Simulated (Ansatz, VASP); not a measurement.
# One calculation of KI, two programs

```
CELL_PARAMETERS angstrom
4.46246 0.02501 -0.04442
0.02501 4.39143 -0.00604
-0.04442 -0.00604 4.38897
ATOMIC_POSITIONS crystal
K 0.99105 0.00714 0.01021
I 0.50686 0.49927 0.50599
```

The cell comes from a database or a generator and needn't be the stable form of this composition.

Alike in both runs: task single point; functional LDA; k mesh 3 × 3 × 3; no spin polarisation.

|  | VASP | Ansatz |
| --- | --- | --- |
| version | VASP 6.6.1 | Ansatz 0.2.0 |
| potentials or method | VASP PAW LDA potentials, release 64 (K_sv, I) | plane waves, PAW |
| plane-wave cutoff (eV) | 520 | 420 |
| occupations | gaussian, width 0.01 eV | fixed |
| valence electrons in the cell | 16 | 26 |

```csv
,VASP,Ansatz,Ansatz less VASP
gap on the k mesh at the Fermi level (eV),2.87,2.86,-0.010
pressure (GPa),-2.1,-2.1,-0.03
largest component of the traceless stress (GPa),0.29,0.29,0.000
```

The two sets of potentials don't hold the same shells in valence.

Caveats: the k mesh is coarse (spacing up to 0.48 Å⁻¹), so the values aren't converged; spin-orbit coupling is left out, which moves the levels of the heavy elements; an odd mesh through Γ misses points on the zone boundary, where band edges often lie. As with any semilocal functional, this LDA gap is likely too small.
